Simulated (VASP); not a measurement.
The system is KI.

```xyz
2
Lattice="0.0000 3.5328 3.5328 3.5328 0.0000 3.5328 3.5328 3.5328 0.0000" Properties=species:S:1:pos:R:3 pbc="T T T"
I     3.5328    3.5328    3.5328
K     0.0000    0.0000    0.0000
```

```yaml
Program: VASP 6.6.1
Task: relaxation of cell and atoms
Functional: RPBE
Potentials_or_basis: VASP PAW PBE potentials, release 64 (I, K_sv)
Cutoff: 600 eV
k_mesh: 7 × 7 × 7
Occupations: fermi-dirac, width 0.05 eV
Spin: no spin polarisation
```

At the start: pressure 1.8 GPa; volume 44.09 Å³/atom.

How do energy, volume and symmetry change on relaxing?

Over 4 steps the energy falls by 34.6 meV/atom and the volume is 51.19 Å³/atom (+16.1 %); space group Fm-3m (No. 225, to 0.05 Å).

The path:
| step | energy change (eV) | largest force (eV/Å) | pressure (GPa) | volume (Å³) |
| --- | --- | --- | --- | --- |
| 1 | 0.0000 | 0.0000 | 1.77 | 88.18 |
| 2 | -0.0504 | 0.0000 | 0.81 | 94.56 |
| 3 | -0.0685 | 0.0000 | 0.13 | 101.04 |
| 4 | -0.0691 | 0.0000 | 0.01 | 102.38 |

Final structure:
```xyz
2
Lattice="0.0000 3.7130 3.7130 3.7130 0.0000 3.7130 3.7130 3.7130 0.0000" Properties=species:S:1:pos:R:3 pbc="T T T"
I     3.7130    3.7130    3.7130
K     7.4261    3.7130    3.7130
```

Caveat: the volume moved by over 15 % at a fixed basis, so the end points are rough; the PAW data sets were made with another functional, which shifts forces and pressure a little.
